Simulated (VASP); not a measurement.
# VASP inputs for BN (strained rocksalt)

INCAR

```
LCHARG = .TRUE.
LREAL = .FALSE.
ENCUT = 520
NBANDS = 11
EDIFF = 1E-7
NSW = 0
NELM = 120
SIGMA = 0.02
LWAVE = .FALSE.
PREC = Accurate
LELF = .TRUE.
ISIF = 2
ISMEAR = -1
GGA = PE
IBRION = -1
LASPH = .TRUE.
```

KPOINTS

```
KPOINTS created by Atomic Simulation Environment
0
Gamma
12 12 12
0 0 0
```

KPOINTS_OPT

```
special points
8
Reciprocal
0.0000000000 0.0000000000 0.0000000000 1
0.5000000000 0.0000000000 0.5000000000 1
0.6250000000 0.2500000000 0.6250000000 1
0.3750000000 0.3750000000 0.7500000000 1
0.5000000000 0.5000000000 0.5000000000 1
0.5000000000 0.2500000000 0.7500000000 1
0.1770830000 0.1770830000 0.3320310000 1
0.0000000000 0.5000000000 0.5000000000 1
```

POSCAR

```
B  N
 1.0000000000000000
     0.0349165187000000    1.7807424537000001    1.7807424537000001
     1.7807424537000001    0.0349165187000000    1.7807424537000001
     1.7807424537000001    1.7807424537000001    0.0349165187000000
 B   N
   1   1
Cartesian
  0.0000000000000000  0.0000000000000000  0.0000000000000000
  1.7982007130500000  1.7982007130500000  1.7982007130500000
```

VASP ran with the recommended PBE PAW datasets (8 valence electrons in the cell).

Predict the results.

gap between bands v and c 0.79 eV; least direct gap 5.36 eV; pressure -7.0 GPa.

Band v is the last that the valence electrons fill when counted band by band, and c is the next. Levels in eV from the top of v:

| point | v−1 | v | c | c+1 |
| --- | --- | --- | --- | --- |
| Γ | -0.84 | -0.84 | 8.32 | 11.51 |
| X | -5.98 | -5.40 | 0.79 | 8.68 |
| K | -9.10 | -4.21 | 3.10 | 10.78 |
| L | -0.56 | -0.56 | 5.29 | 5.29 |
| W | -9.42 | -7.05 | 6.64 | 7.34 |
